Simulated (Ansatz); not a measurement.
ZnS (R3m): zone-centre phonons and dielectric response

Perturbation theory with PBEsol in Ansatz on the PBEsol cell, ground state and force constants on a 6×6×6 mesh. Calculated for a static, non-magnetic cell.

It is trigonal, R3m (No. 160); a = 3.784 Å, c = 27.900 Å in the conventional setting, 19.22 Å³ an atom. Zn is surrounded by 4 S at 2.32 Å; S is surrounded by 4 Zn at 2.32 Å.

```
Zn S
1.0
     1.89195    1.09232    9.30015
    -1.89195    1.09232    9.30015
     0.00000   -2.18463    9.30015
Zn S
3 3
Direct
  0.99998 0.99998 0.99998
  0.22229 0.22229 0.22229
  0.44457 0.44457 0.44457
  0.08326 0.08326 0.08326
  0.52782 0.52782 0.52782
  0.30539 0.30539 0.30539
```

Optical modes without the longitudinal term:

| ω (cm⁻¹) | degeneracy | IR intensity, summed over the level ((D/Å)²/amu) |
| --- | --- | --- |
| 64 | 2 | 0.00 |
| 65 | 2 | 0.00 |
| 170 | 1 | 0.00 |
| 172 | 1 | 0.00 |
| 278 | 1 | 12.57 |
| 281 | 2 | 23.31 |
| 285 | 2 | 0.01 |
| 289 | 2 | 0.11 |
| 336 | 1 | 0.00 |
| 336 | 1 | 0.00 |

The zone-centre optical frequencies run from 64 to 336 cm⁻¹, none imaginary (the rest of the zone wasn't tested). With the long-range field the highest mode reaches 339 cm⁻¹. The program warns that the force constants, and all that is formed from them, aren't settled on this k mesh. Of the real levels 4 are infrared active, the strongest at 281 cm⁻¹.

The clamped-ion dielectric constant comes out as 6.03 along x and y, 6.10 along z. With the ions relaxed, ε⁰ is 8.8 along x and y, 9.1 along z. Born charges, averaged over directions: Zn +1.92 to +1.94, S -1.93 e.

For comparison, on the r2SCAN cell the mean ε∞ is 5.89 with PBE (ground state on 6×6×6; least gap 2.19 eV in its run on 8×8×8 and the special points).
